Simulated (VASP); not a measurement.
## ZnSe (Stilleite): relaxation of the atoms with PBE

The system is ZnSe (Stilleite).

```
Zn Se
1.0
     0.00000    2.91185    2.91185
     2.91185    0.00000    2.91185
     2.91185    2.91185    0.00000
Zn Se
1 1
Direct
  0.00000 0.00000 0.00000
  0.25000 0.25000 0.25000
```

The cell isn't the ideal one: a relaxed cell with its volume scaled by 1.04.

```
Program                : VASP 6.6.1
Task                   : relaxation of the atoms
Functional             : PBE
Potentials or basis    : VASP PAW PBE potentials, release 64 (Zn, Se)
Cutoff                 : 300 eV
k mesh                 : 4 × 4 × 4
Occupations            : gaussian, width 0.03 eV
Spin                   : no spin polarisation
Further INCAR settings : ALGO = Normal; EDIFF = 1e-07; IBRION = 2; EDIFFG = -0.01; NSW = 40
```

| Item | Value |
| --- | --- |
| Band gap on the k mesh | 0.95 eV, direct |

Final structure:
```cif
data_structure
_symmetry_space_group_name_H-M 'P 1'
_symmetry_Int_Tables_number 1
_cell_length_a 4.1180
_cell_length_b 4.1180
_cell_length_c 4.1180
_cell_angle_alpha 60.000
_cell_angle_beta 60.000
_cell_angle_gamma 60.000
_cell_volume 49.38
loop_
_atom_site_label
_atom_site_type_symbol
_atom_site_fract_x
_atom_site_fract_y
_atom_site_fract_z
_atom_site_occupancy
Zn1 Zn 0.00000 0.00000 0.00000 1
Se1 Se 0.25000 0.25000 0.25000 1
```

Levels at points of the mesh, in eV from the valence-band top:
| k point | band 5 | band 6 | band 7 | band 8 | band 9 | band 10 | band 11 | band 12 | band 13 |
| --- | --- | --- | --- | --- | --- | --- | --- | --- | --- |
| (0.00, 0.00, 0.00) | -5.99 | -5.99 | 0.00 | 0.00 | 0.00 | 0.95 | 5.79 | 5.79 | 5.79 |
| (0.50, 0.00, 0.00) | -5.98 | -5.86 | -4.75 | -0.76 | -0.76 | 2.38 | 6.36 | 6.36 | 8.31 |
| (0.50, 0.50, 0.00) | -5.96 | -5.84 | -4.42 | -1.92 | -1.92 | 3.14 | 3.42 | 10.17 | 10.68 |

Wall time 5.6 s on 1 thread of AMD EPYC 7R13 Processor (Zen 3) (shared host), peak memory 0.1 GiB.

Caveat: the k mesh is coarse (spacing up to 0.47 Å⁻¹), so the values aren't converged; the relaxation stopped at its first step, so nothing moved.
